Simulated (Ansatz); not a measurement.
# Relaxing SiMo3

All numbers below come from DFT r2SCAN, scalar-relativistic, plane waves, PAW in Ansatz 0.2.0.

The start puts SiMo3 on the ReO3 structure type (Pm-3m, No. 221), with Si in place of Re, Mo in place of O, at a guessed volume.

The final relaxation ran on this input, with the default PAW datasets:

```yaml
crystal:
  lattice:
    - [4.5190042544, 0.0, 0.0]
    - [0.0, 4.5190042544, 0.0]
    - [0.0, 0.0, 4.5190042544]
  atoms:
    - { symbol: Si, position: [0.0, 0.0, 0.0] }
    - { symbol: Mo, position: [0.5, 0.0, 0.0] }
    - { symbol: Mo, position: [0.0, 0.5, 0.0] }
    - { symbol: Mo, position: [0.0, 0.0, 0.5] }
basis:
  ecutwfc: 500
kpoints:
  mp_grid: { grid: [10, 10, 10] }
hamiltonian:
  xc: r2scan
scf:
  occupations: { method: gaussian, width: 0.1 }
output:
  forces: true
  stress: true
  eigenvalues: true
relax:
  adjacent_minimum: "off"
  f_tol: 0.01
  max_steps: 80
  cell: { stress_tol: 0.05 }
```

Launched as:

```bash
ansatz run input.yaml --threads 1 --pin off --max-ram 3072MiB --backend cpu --events-out ev --progress --plain --runs-dir out
```

It took 52 s on 1 thread of Arm Neoverse V2 (shared host), peak memory 0.64 GiB.

End of the output:

```
SCF converged after 4 iterations
Free energy (F): -15533.023717 eV
Harris-Foulkes:  -15533.023717 eV  (|F-HF|=1.27e-11)
Internal energy: -15532.987509 eV  (E = F + TS)
E sigma→0 (E₀):  -15533.005613 eV
Entropy (-TS):   -0.036208 eV (-9.052 meV/atom)
Fermi energy:    10.338286 eV
--- Per-component energies (eV) ---
  E_band       = -609.992232
  E_kinetic    = 1356.824383
  E_local      = -4208.477757  (includes V_loc(G=0)·N_el)
  E_nonlocal   = 460.851955
  E_hartree    = 1487.863039
  E_xc         = -580.906175
  E_vxc        = -809.956957  (∫ρ·V_xc dr)
  E_paw        = -10172.950052  (= ΣΔE_a)
  E_vpaw       = -437.993336  (= ΣTr[D̂ρ^β])
  E_aug_tail   = 0.000005  (compensation charges beyond the density's cutoff)
  E_vtau       = 53.033340  (kinetic-family band-sum trace: ∫τ·v_τ [+ j·A + Jᵃ·Aᵃ] dr)
  E_ewald      = -3875.452862
  E_core_change = -0.740044  (= ΣΔE_core)
  E_smearing   = -0.036208  (= −TS)
  E_closure    =  0.000000  (closes the sum)
  Σ components = -15533.023717   (vs F -15533.023717, Δ=0.00e0)
--- Forces (eV/Å), atoms counted from 1 ---
  atom   1  Si     0.00000000     0.00000000     0.00000000
  atom   2  Mo     0.00000000     0.00000000     0.00000000
  atom   3  Mo     0.00000000     0.00000000     0.00000000
  atom   4  Mo     0.00000000     0.00000000     0.00000000
  max |Σ_I F_I| component: 7.03e-30 eV/Å
--- Stress (GPa, compression-positive) ---
        0.020896       0.000000       0.000000
        0.000000       0.020896       0.000000
        0.000000       0.000000       0.020896
  P = ⅓ Tr σ = 0.0209 GPa (0.209 kbar)
--- Relaxed structure (2 steps of the walk, 2 accepted, 1 SCFs on fresh bases) ---
  F+E_penalty+E_count = -15533.02371679 eV   max|allowed force component| = 4.552e-30 eV/Å   (the final SCF, on the basis selected at the relaxed cell)
  cell:  # Å, volume = 92.1205 Å³
    - [4.516327, 0.000000, 0.0]
    - [0.000000, 4.516327, 0.000000]
    - [0.0, 0.000000, 4.516327]
  atoms:
    - { symbol: Si, position: [0.000000, 0.000000, 0.000000] }
    - { symbol: Mo, position: [0.5, 0.000000, 0.000000] }
    - { symbol: Mo, position: [0.000000, 0.5, 0.000000] }
    - { symbol: Mo, position: [0.000000, 0.000000, 0.5] }
```

Absolute energies hang on the potentials; compare differences alone.

The result has space group Pm-3m (No. 221). Si is coordinated by 6 Mo at 2.26 Å; Mo has 2 Si at 2.26 Å.

Against the elements it lies at 2.21 eV/atom. Formation energies are uncorrected and refer to the elements' standard structures at the same level.

For metals, differences of a few meV/atom aren't resolved.

Symmetry constrained the relaxation, so the result can be a saddle point.